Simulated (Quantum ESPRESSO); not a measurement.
**Pb under changes of volume**

One of the cells (40.672 Å³/atom); the others are scaled copies at fixed shape and fractional positions:

```
CELL_PARAMETERS angstrom
0.00000 3.43900 3.43900
3.43900 0.00000 3.43900
3.43900 3.43900 0.00000
ATOMIC_POSITIONS crystal
Pb 0.25000 0.25000 0.25000
Pb 0.00000 0.00000 0.00000
```

This isn't the form of Pb at room conditions, which is fcc.

```yaml
Program: Quantum ESPRESSO 7.5
Functional: PBEsol
Potentials_or_basis: GBRV 1.5 PBEsol
Cutoff: 612 eV
Density_cutoff: 4898 eV
k_mesh: 7 × 7 × 7
Occupations: fermi-dirac, width 0.05 eV
Spin: no spin polarisation
```

```tsv
volume (Å³/atom)	energy over the lowest point (meV/atom)	pressure (GPa)
38.232	22.08	2.6
39.045	10.81	1.7
39.859	3.68	1.0
40.672	0.19	0.3
41.486	0.00	-0.3
42.299	?	?
43.112	8.06	-1.3
```

**Question.** What does the run at 42.299 Å³/atom give?

**Answer.** Energy over the lowest point 2.71 meV/atom; pressure -0.9 GPa.

Worked out: A Birch-Murnaghan fit of order 3 (a polynomial in V^(-2/3)) to the other rows has its minimum at 41.13 Å³/atom with B0 = V·E''(V) = 31 GPa and B' = 4.8. It gives 2.73 meV/atom at 42.299 Å³/atom, against the run's 2.71, and -dE/dV = -0.8 GPa, against -0.9.

Energies are extrapolated to zero smearing.
